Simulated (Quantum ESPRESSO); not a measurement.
The system is CsPbCl3.

```
CELL_PARAMETERS angstrom
5.60500 0.00000 0.00000
0.00000 5.60500 0.00000
0.00000 0.00000 5.60500
ATOMIC_POSITIONS crystal
Pb 0.50000 0.50000 0.50000
Cs 0.00000 0.00000 0.00000
Cl 0.50000 0.00000 0.50000
Cl 0.00000 0.50000 0.50000
Cl 0.50000 0.50000 0.00000
```

Base run:

* Program: Quantum ESPRESSO 7.5
* Functional: PBE
* Potentials or basis: PseudoDojo 0.4.1 SR PBE standard
* Cutoff: 789 eV
* Density cutoff: 3157 eV
* k mesh: 4 × 4 × 4, shifted
* Occupations: fermi-dirac, width 0.05 eV
* Spin: no spin polarisation

Its results: pressure 1.7 GPa; electronic dielectric tensor (diagonal) 3.43.

After a change of settings the same cell gave: pressure 3.2 GPa; electronic dielectric tensor (diagonal) 3.40. Which change was it?
A. functional from PBE to WC
B. functional from PBE to PBEsol; potentials or basis from PseudoDojo 0.4.1 SR PBE standard to PseudoDojo 0.4.1 SR PBEsol standard
C. functional from PBE to AM05
D. functional from PBE to BLYP

D.

BLYP binds less tightly than PBE, so the same cell stands under more pressure.

Caveats: the potentials were made for another functional, which shifts forces and pressure (some runs); the cell is more than 3 GPa from zero pressure, which shifts response properties (some runs).

Not every run made on this cell is shown here.
